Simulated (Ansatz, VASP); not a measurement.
# One calculation of CdS, two programs

Contents of POSCAR:

```
CdS
1.0
    0.0000000000      2.2340604336      2.2340604336
    2.2340604336      0.0000000000      2.2340604336
    2.2340604336      2.2340604336      0.0000000000
Cd S
1 1
Direct
    0.0000000000      0.0000000000      0.0000000000
    0.5000000000      0.5000000000      0.5000000000
```

The input INCAR.step1:

```
PREC = Accurate
ENCUT = 520
ISMEAR = -1
SIGMA = 0.05
LREAL = False
LASPH = True
NELM = 60
NBANDS = 16
GGA = PE
ALGO = Normal
EDIFF = 1E-4
LWAVE = True
LCHARG = False
```

File INCAR.step2:

```
PREC = Accurate
ENCUT = 520
EDIFF = 1E-6
ISMEAR = -1
SIGMA = 0.05
LREAL = False
LASPH = True
NELM = 60
ALGO = Normal
ISIF = 2
LWAVE = False
LCHARG = False
METAGGA = R2SCAN
LMIXTAU = True
NBANDS = 16
ISTART = 1
```

Contents of KPOINTS:

```
Automatic mesh
0
Gamma
  14 14 14
```

Input for Ansatz:

```yaml
crystal:
  lattice:
    - [0.0, 2.2340604336, 2.2340604336]
    - [2.2340604336, 0.0, 2.2340604336]
    - [2.2340604336, 2.2340604336, 0.0]
  atoms:
    - { symbol: Cd, position: [0.0, 0.0, 0.0] }
    - { symbol: S, position: [0.5, 0.5, 0.5] }
kpoints:
  mp_grid: { grid: [14, 14, 14] }
scf:
  occupations: { method: fermi_dirac, width: 0.05 }
hamiltonian:
  xc: r2scan
  pseudopotentials: { kind: paw }
output:
  forces: true
  stress: true
  eigenvalues: true
basis:
  ecutwfc: 1000
```

Change from the starting cell: volume scaled by 0.55, PAW files, ecut 1000.

Alike in both runs: task single point; functional r2SCAN; k mesh 14 × 14 × 14; occupations fermi-dirac, width 0.05 eV; no spin polarisation.

```csv
,VASP,Ansatz
version,VASP 6.6.1,Ansatz 0.2.0
potentials or method,"VASP PAW PBE potentials, release 64 (Cd, S)","PAW with Ansatz's default frozen-core files, scalar-relativistic"
plane-wave cutoff (eV),520,1000
valence electrons in the cell,18,26
```

|  | VASP | Ansatz | Ansatz less VASP |
| --- | --- | --- | --- |
| pressure (GPa) | 199.0 | 191.3 | -7.65 |

The functional is the same, so the differences come from potentials, cutoffs and numerics. The two sets of potentials don't hold the same shells in valence.

Caveats: the cell as given lies far from equilibrium; so large a pressure means that the cell lies far from this level's equilibrium, or that cutoff or potentials fall short (VASP); the potentials were made for another functional, which shifts forces and pressure (VASP).
